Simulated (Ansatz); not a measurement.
Write the native input for Ansatz 0.2.0 that does the following.

```yaml
Task: relaxation of cell and atoms
Functional: revPBE
Potentials_or_basis: Ansatz PAW
Cutoff: "420 eV (not typed: the program's choice for these potentials)"
k_mesh: 10 × 10 × 8
Occupations: fermi-dirac, width 0.05 eV
Spin: no spin polarisation
```

The system is ZrB2.

```
Zr B
1.0
     3.17000    0.00000    0.00000
    -1.58500    2.74530    0.00000
     0.00000    0.00000    3.53300
Zr B
1 2
Cartesian
  0.0000 0.0000 0.0000
  1.5850 0.9151 1.7665
  0.0000 1.8302 1.7665
```

The input as run:

input.yaml

```yaml
crystal:
  lattice:
    - [3.17, 0.0, 0.0]
    - [-1.585, 2.74530053, 0.0]
    - [0.0, 0.0, 3.533]
  atoms:
    - { symbol: Zr, position: [0.0, 0.0, 0.0] }
    - { symbol: B, position: [0.6666666667, 0.3333333333, 0.5] }
    - { symbol: B, position: [0.3333333333, 0.6666666667, 0.5] }
hamiltonian:
  xc: revpbe
  pseudopotentials: { kind: paw }
kpoints:
  mp_grid: { grid: [10, 10, 8] }
scf:
  occupations: { method: fermi_dirac, width: 0.05 }
output:
  forces: true
  stress: true
  eigenvalues: true
relax:
  f_tol: 0.01
  max_steps: 40
  cell: { stress_tol: 0.05 }
```

Potentials or basis: Ansatz PAW.

Command:

```bash
$ ansatz run input.yaml --threads 2 --pin off --max-ram 5632MiB --backend cpu --events-out ev --progress --plain --runs-dir out
```

Results of the run:

* Relaxed volume: 10.40 Å³/atom
* Relaxed cell: a = 3.182 Å, b = 3.182 Å, c = 3.559 Å, α = 90.00°, β = 90.00°, γ = 120.00°
* Space group after relaxing (to 0.05 Å): P6/mmm (No. 191)
* Energy gained by relaxing: 1.7 meV/atom
* Ionic steps: 5
* Pressure after relaxing: 0.0 GPa
* Band gap on the k mesh: none (metal or under the smearing width)

Caveat: the plane-wave basis is chosen anew once the cell has moved, so the energies of steps on either side of that aren't comparable; the PAW data sets come from PBE, with cores solved anew for the run's functional, which leaves a small shift of forces and pressure.

Wall time 12 s on 2 threads of Intel(R) Xeon(R) Processor @ 2.70GHz, with other jobs on the host, peak memory 0.37 GiB.
